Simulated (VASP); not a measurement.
# Ni (Fm-3m) in VASP: relaxation of cell and atoms with PBE

Aim: the relaxation of cell and atoms of Ni with PBE.

All numbers are computed with VASP 6.6.1; they aren't measurements. Logs are shortened: lines on timing, memory, paths and dates and some standing lists are left out, and cuts for length are marked.

## Step 1: The crystal as given

Symmetry: Fm-3m, No. 225, cubic system. Conventional cell: a = 3.524 Å, b = 3.524 Å, c = 3.524 Å, α = 90.00°, β = 90.00°, γ = 90.00°. Ni (site symmetry m-3m) is surrounded by 12 Ni at 2.49 Å.

## Step 2: Relaxation of cell and atoms, PBE, collinear spin, ferromagnetic start

INCAR reads:

```
SYSTEM = Ni
PREC = Accurate
ENCUT = 600
EDIFF = 1E-7
ISMEAR = 0
SIGMA = 0.1
LREAL = .FALSE.
LASPH = .TRUE.
NELM = 100
ALGO = Fast
ISIF = 3
LWAVE = .FALSE.
LCHARG = .FALSE.
ISPIN = 2
MAGMOM = 0.8
LORBIT = 11
LMAXMIX = 4
GGA = PE
IBRION = 2
NSW = 80
EDIFFG = -0.004
```

KPOINTS reads:

```
Automatic mesh
0
G
  20 20 20
  0 0 0
```

POSCAR reads:

```
Ni
1.0
    0.0000000000      1.7619350000      1.7619350000
    1.7619350000      0.0000000000      1.7619350000
    1.7619350000      1.7619350000      0.0000000000
Ni
1
Direct
    0.0000000000      0.0000000000      0.0000000000
```

Potentials or basis: VASP PAW PBE potentials, release 64 (Ni).

Started as:

```sh
cat potpaw_PBE.64/Ni/POTCAR > POTCAR
mpirun -np 1 vasp_std > vasp.out
```

OUTCAR:

```text
SYSTEM = Ni
   PREC = Accurate
   ENCUT = 600
   EDIFF = 1E-7
   ISMEAR = 0
   LREAL = .FALSE.
   LASPH = .TRUE.
   NELM = 100
   ISIF = 3
   ISPIN = 2
   LORBIT = 11
   GGA = PE
   IBRION = 2
   NSW = 80
   EDIFFG = -0.004

 ion  position               nearest neighbor table
   1  0.000  0.000  0.000-

  LATTYP: Found a face centered cubic cell.
 ALAT       =     3.5238700000

  Lattice vectors:

 A1 = (   0.0000000000,   1.7619350000,   1.7619350000)
 A2 = (   1.7619350000,   0.0000000000,   1.7619350000)
 A3 = (   1.7619350000,   1.7619350000,   0.0000000000)

Analysis of symmetry for initial positions (statically):
=====================================================================
 Subroutine PRICEL returns:
 Original cell was already a primitive cell.

 Routine SETGRP: Setting up the symmetry group for a
 face centered cubic supercell.

 Subroutine GETGRP returns: Found 48 space group operations
 (whereof 48 operations were pure point group operations)
 out of a pool of 48 trial point group operations.

The static configuration has the point symmetry O_h .

Analysis of symmetry for dynamics (positions and initial velocities):
=====================================================================
 Subroutine PRICEL returns:
 Original cell was already a primitive cell.

 Routine SETGRP: Setting up the symmetry group for a
 face centered cubic supercell.

 Subroutine GETGRP returns: Found 48 space group operations
 (whereof 48 operations were pure point group operations)
 out of a pool of 48 trial point group operations.

The dynamic configuration has the point symmetry O_h .

Analysis of structural, dynamic, and magnetic symmetry:
=====================================================================
 Subroutine PRICEL returns:
 Original cell was already a primitive cell.

 Routine SETGRP: Setting up the symmetry group for a
 face centered cubic supercell.

 Subroutine GETGRP returns: Found 48 space group operations
 (whereof 48 operations were pure point group operations)
 out of a pool of 48 trial point group operations.

The overall configuration has the point symmetry O_h .

 Subroutine INISYM returns: Found 48 space group operations
 (whereof 48 operations are pure point group operations),
 and found     1 'primitive' translations

----------------------------------------------------------------------------------------

                                     Primitive cell

  volume of cell :      10.9396

  direct lattice vectors                    reciprocal lattice vectors
     0.000000000  1.761935000  1.761935000    -0.283778914  0.283778914  0.283778914
     1.761935000  0.000000000  1.761935000     0.283778914 -0.283778914  0.283778914
     1.761935000  1.761935000  0.000000000     0.283778914  0.283778914 -0.283778914

  length of vectors
     2.491752373  2.491752373  2.491752373     0.491519496  0.491519496  0.491519496

  position of ions in fractional coordinates (direct lattice)
     0.000000000  0.000000000  0.000000000

  ion indices of the primitive-cell ions
   primitive index   ion index
                 1           1

----------------------------------------------------------------------------------------

 KPOINTS: Automatic mesh

Automatic generation of k-mesh.
 Grid dimensions read from file:
 generate k-points for:   20   20   20

 Generating k-lattice:

  Cartesian coordinates                     Fractional coordinates (reciprocal lattice)
    -0.014188946  0.014188946  0.014188946     0.050000000  0.000000000  0.000000000
     0.014188946 -0.014188946  0.014188946     0.000000000  0.050000000  0.000000000
     0.014188946  0.014188946 -0.014188946     0.000000000  0.000000000  0.050000000

  Length of vectors
     0.024575975  0.024575975  0.024575975

  Shift w.r.t. Gamma in fractional coordinates (k-lattice)
     0.000000000  0.000000000  0.000000000

 Subroutine IBZKPT returns following result:
 ===========================================

 Found    256 irreducible k-points:

 Following reciprocal coordinates:
            Coordinates               Weight
  0.000000  0.000000  0.000000      1.000000
  0.050000  0.000000  0.000000      8.000000
  0.100000  0.000000  0.000000      8.000000
  0.150000  0.000000  0.000000      8.000000
  0.200000  0.000000  0.000000      8.000000
  0.250000  0.000000  0.000000      8.000000
[... 16 lines left out ...]
 -0.400000  0.050000  0.000000     24.000000
 -0.350000  0.050000  0.000000     24.000000
 [... further k-points ...]
   k-points           NKPTS =    256   k-points in BZ     NKDIM =    256   number of bands    NBANDS=      9
   number of dos      NEDOS =    301   number of ions     NIONS =      1
   total plane-waves  NPLWV =   8000
   dimension x,y,z NGX =    20 NGY =   20 NGZ =   20
   dimension x,y,z NGXF=    40 NGYF=   40 NGZF=   40
   ions per type =               1
   NGX,Y,Z   is equivalent  to a cutoff of  13.34, 13.34, 13.34 a.u.
   NGXF,Y,Z  is equivalent  to a cutoff of  26.69, 26.69, 26.69 a.u.
 SYSTEM =  Ni
   PREC   = accura    normal or accurate (medium, high low for compatibility)
   ISTART =      0    job   : 0-new  1-cont  2-samecut
   ICHARG =      2    charge: 1-file 2-atom 10-const
   ISPIN  =      2    spin polarized calculation?
   LNONCOLLINEAR =      F non collinear calculations
   LSORBIT =      F    spin-orbit coupling
   LASPH  =      T    aspherical Exc in radial PAW
   ENCUT  =  600.0 eV  44.10 Ry    6.64 a.u.   4.98  4.98  4.98*2*pi/ulx,y,z
   NELM   =    100;   NELMIN=  2; NELMDL= -5     # of ELM steps
   EDIFF  = 0.1E-06   stopping-criterion for ELM
   LREAL  =      F    real-space projection
   EDIFFG = -.4E-02   stopping-criterion for IOM
   NSW    =     80    number of steps for IOM
   IBRION =      2    ionic relax: 0-MD 1-quasi-New 2-CG
   NFREE  =      1    steps in history (QN), initial steepest desc. (CG)
   ISIF   =      3    stress and relaxation
   ISYM   =      2    0-nonsym 1-usesym 2-fastsym
   POTIM  = 0.5000    time-step for ionic-motion
   TEBEG  =    0.0;   TEEND  =   0.0 temperature during run
   PSTRESS=    0.0 pullay stress
   NELECT =      10.0000    total number of electrons
   NUPDOWN=      -1.0000    fix difference up-down
   EMIN   =  10.00;   EMAX   =-10.00  energy-range for DOS
   EFERMI =   0.00;   METHOD = LEGACY
   ISMEAR =     0;   SIGMA  =   0.10  broadening in eV -4-tet -1-fermi 0-gaus
   EFERMI_NEDOS =   21; number of points for ismear=-14 and -15
   IALGO  =     68    algorithm
   IMIX   =      4    mixing-type and parameters
     AMIX     =   0.40;   BMIX     =  1.00
     AMIX_MAG =   1.60;   BMIX_MAG =  1.00
  volume/ion in A,a.u.               =      10.94        73.82
  Fermi-wavevector in a.u.,A,eV,Ry     =   1.588821  3.002436 34.345893  2.524352
  Thomas-Fermi vector in A             =   2.687765
   LORBIT       =     11    0 simple, 1 ext, 2 COOP (PROOUT), +10 PAW based schemes
   GGA     = PE    functional components
   LHFCALC =     F    Hartree Fock is set to
   AEXX    =    0.0000 exact exchange contribution
   IVDW    =     0    specifies the selected vdW correction
   LEPSILON=     F    determine dielectric tensor
   LRPA    =     F    only Hartree local field effects (RPA)
 conjugate gradient relaxation of ions
 spin polarized calculation
 RMM-DIIS sequential band-by-band and
 Gauss-broadening in eV      SIGMA  =   0.10
  energy-cutoff  :      600.00
  volume of cell :       10.94
 maximum number of plane-waves:       380
   NGX =  9   NGY =  9   NGZ =  9

--------------------------------------- Ionic step        1  -------------------------------------------

 number of electron      10.0000010 magnetization       0.6290339

 Free energy of the ion-electron system (eV)
  ---------------------------------------------------
  ext. energy  EPLUGINS =         0.00000000
  ---------------------------------------------------
  free energy    TOTEN  =        -5.47468715 eV

  energy without entropy =       -5.46586695  energy(sigma->0) =       -5.47027705

------------------------ aborting loop because EDIFF is reached ----------------------------------------

  FORCE on cell =-STRESS in cart. coord.  units (eV):
  Direction    XX          YY          ZZ          XY          YZ          ZX
  --------------------------------------------------------------------------------------
  -------------------------------------------------------------------------------------
  Total       -0.0696856     -0.0696856     -0.0696856      0.0000000      0.0000000      0.0000000
  in kB      -10.2059668    -10.2059668    -10.2059668      0.0000000      0.0000000      0.0000000
  external PRESSURE =     -10.2059668 kB  Pullay stress =       0.0000000 kB
[... 55 lines left out ...]
  energy  without entropy=       -5.4660030983  energy(sigma->0) =       -5.47036190

--------------------------------------- Ionic step        3  -------------------------------------------

 number of electron      10.0000009 magnetization       0.6282827

 Free energy of the ion-electron system (eV)
  ---------------------------------------------------
  ext. energy  EPLUGINS =         0.00000000
  ---------------------------------------------------
  free energy    TOTEN  =        -5.47487480 eV

  energy without entropy =       -5.46610908  energy(sigma->0) =       -5.47049194

 E-fermi :   9.3760     XC(G=0): -13.2548

 val. band max:        9.3754369753   @ k =  -0.4500   0.5000   0.0500
 cond. band min:       9.3760863851   @ k =   0.4000   0.0000   0.0000
 fundamental gap:      0.0006494099
 Fermi energy:         9.3760290708

 spin component 1

 k-point     1 :       0.0000    0.0000    0.0000
  band No.  band energies     occupation
      1       0.3656      1.00000
      2       6.9366      1.00000
      3       6.9366      1.00000
      4       6.9366      1.00000
      5       8.1153      1.00000
      6       8.1153      1.00000
      7      33.0982      0.00000
      8      36.9575      0.00000
      9      36.9575      0.00000
[... 265 lines left out ...]
 k-point    24 :      -0.3500    0.0500    0.0000
  band No.  band energies     occupation
      1       4.1926      1.00000
      2       7.0245      1.00000
      3       7.0793      1.00000
      4       7.2002      1.00000
      5       8.4449      1.00000
      6       8.7947      1.00000
      7      18.5142      0.00000
      8      31.0586      0.00000
      9      33.4250      0.00000

 [... further k-points ...]

 spin component 2

 k-point     1 :       0.0000    0.0000    0.0000
  band No.  band energies     occupation
      1       0.3298      1.00000
      2       7.6941      1.00000
      3       7.6941      1.00000
      4       7.6941      1.00000
      5       8.7016      1.00000
      6       8.7016      1.00000
      7      32.9339      0.00000
      8      36.9375      0.00000
      9      36.9375      0.00000
[... 304 lines left out ...]
  FREE ENERGIE OF THE ION-ELECTRON SYSTEM (eV)
  ---------------------------------------------------
  free  energy   TOTEN  =        -5.4748747995 eV

  energy  without entropy=       -5.4661090824  energy(sigma->0) =       -5.47049194

 reached required accuracy - stopping structural energy minimisation

 total charge

# of ion       s       p       d       tot
------------------------------------------
    1        0.498   0.498   8.314   9.309

 magnetization (x)

# of ion       s       p       d       tot
------------------------------------------
    1       -0.007  -0.025   0.672   0.640
```

It took 1.7 min on 1 thread of AMD EPYC 7R13 (Zen 3), shared host; peak memory 0.15 GiB.

What came out:

* Free energy: -5.4749 eV
* Relaxed volume: 10.88 Å³/atom
* Relaxed cell: a = 2.487 Å, b = 2.487 Å, c = 2.487 Å, α = 60.00°, β = 60.00°, γ = 60.00°
* Space group after relaxing (to 0.05 Å): Fm-3m (No. 225)
* Energy gained by relaxing: 0.2 meV/atom
* Ionic steps: 3
* Pressure after relaxing: 0.0 GPa
* Band gap on the k mesh: none (metal or under the smearing width)
* Net moment: 0.63 μB per cell
* Site moments: Ni +0.64 μB
* Valence electrons inside the program's atomic spheres: Ni 9.31

The path:
| step | energy change (eV) | largest force (eV/Å) | pressure (GPa) | volume (Å³) |
| --- | --- | --- | --- | --- |
| 1 | 0.0000 | 0.0000 | -1.02 | 10.94 |
| 2 | 0.0000 | 0.0000 | 0.98 | 10.83 |
| 3 | -0.0002 | 0.0000 | -0.05 | 10.88 |

Final structure:
```cif
data_structure
_symmetry_space_group_name_H-M 'P 1'
_symmetry_Int_Tables_number 1
_cell_length_a 2.4873
_cell_length_b 2.4873
_cell_length_c 2.4873
_cell_angle_alpha 60.000
_cell_angle_beta 60.000
_cell_angle_gamma 60.000
_cell_volume 10.88
loop_
_atom_site_label
_atom_site_type_symbol
_atom_site_fract_x
_atom_site_fract_y
_atom_site_fract_z
_atom_site_occupancy
Ni1 Ni 0.00000 0.00000 0.00000 1
```
